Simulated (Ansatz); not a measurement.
## What a change of settings does to a run on BeS

The cell is COD entry 9008836, as deposited and not checked against the literature; nothing was relaxed. It is an old determination, and later ones may differ.

First run: DFT, PBE, all-electron LAPW, scalar-relativistic (Ansatz 0.2.0).

Command: `ansatz run input.yaml --threads 1 --pin off --max-ram 2048MiB --backend cpu --events-out ev --progress --plain --runs-dir out` The run took 6 s on 1 thread of Intel(R) Xeon(R) 6975P-C (Granite Rapids) (shared host), peak memory 0.28 GiB.

```yaml
crystal:
  lattice:
    - [0.0, 2.425, 2.425]
    - [2.425, 0.0, 2.425]
    - [2.425, 2.425, 0.0]
  atoms:
    - { symbol: Be, position: [0.0, 0.0, 0.0] }
    - { symbol: S, position: [0.75, 0.75, 0.75] }
kpoints:
  mp_grid: { grid: [9, 9, 9] }
  band_path:
    path:
      - [0.0, 0.0, 0.0]
      - [-0.5, -0.5, 0.0]
      - [-0.375, -0.375, 0.25]
      - [-0.375, 0.0, 0.375]
      - [0.0, 0.0, 0.0]
      - [0.0, 0.0, 0.5]
      - [-0.5, -0.25, 0.25]
      - [-0.5, -0.5, 0.0]
    npoints: 14
scf:
  occupations: { method: fermi_dirac, width: 0.02 }
hamiltonian:
  xc: pbe
  pseudopotentials: { kind: all_electron, lapw: { basis_error: 0.00025 } }
output:
  forces: true
  stress: true
  eigenvalues: true
  populations: true
  dos: { projected: true, de: 0.2, e_range: [-14, 8] }
```

Result: converged; pressure 1.52 GPa; gap on the k mesh 3.20 eV (the mesh can miss the band edges); 6 SCF iterations.

The input is then changed:

```diff
@@ -21,5 +21,5 @@
     npoints: 14
 scf:
-  occupations: { method: fermi_dirac, width: 0.02 }
+  occupations: { method: gaussian, width: 0.05 }
 hamiltonian:
   xc: pbe
@@ -30,4 +30,3 @@
   eigenvalues: true
   populations: true
-  dos: { projected: true, de: 0.2, e_range: [-14, 8] }
```

Problem. What does the second run give?

Solution. It converged; energy at zero smearing 0.0 meV/atom from the first run; pressure 1.52 GPa; gap on the k mesh 3.20 eV (the mesh can miss the band edges); 6 SCF iterations.
